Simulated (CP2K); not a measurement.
Crystal: BN.

```xyz
2
Lattice="3.6693 0.0000 0.0000 2.8161 2.3523 0.0000 2.8161 1.0214 2.1190" Properties=species:S:1:pos:R:3 pbc="T T T"
N     6.2063    2.2511    1.4139
B     0.0031    0.0011    0.0007
```

The cell is a database's computed one.

Program: CP2K 2026.2. Alike in all runs: task band structure; no spin polarisation; cell as given; k mesh 12 × 12 × 12.

**Question.** Order these runs on this cell by their pressure, lowest first.
A. level LDA; potentials or basis GTH_POTENTIALS N GTH-PADE-q5, B GTH-PADE-q3; TZVP-MOLOPT-PBE-GTH basis; smearing fermi-dirac 0.1 eV; NGRIDS 4; CUTOFF of the grids 450 Ry
B. level r2SCAN; potentials or basis POTENTIAL_UZH N GTH-SCAN-q5, B GTH-SCAN-q3; TZVP-MOLOPT-SCAN-GTH basis; smearing fermi-dirac 0.01 eV; NGRIDS 4; CUTOFF of the grids 675 Ry
C. level PBEsol; potentials or basis POTENTIAL_UZH N GTH-PBE-q5, B GTH-PBE-q3; TZVP-MOLOPT-PBE-GTH basis; smearing fermi-dirac 0.01 eV; NGRIDS 5; CUTOFF of the grids 450 Ry

**Answer.** A (-4.4 GPa), B (-0.8 GPa), C (2.7 GPa).

Caveats: the basis of atomic orbitals isn't converged, which shifts pressures, moduli and gaps; the potentials were made for another functional, which shifts forces and pressure (some runs).
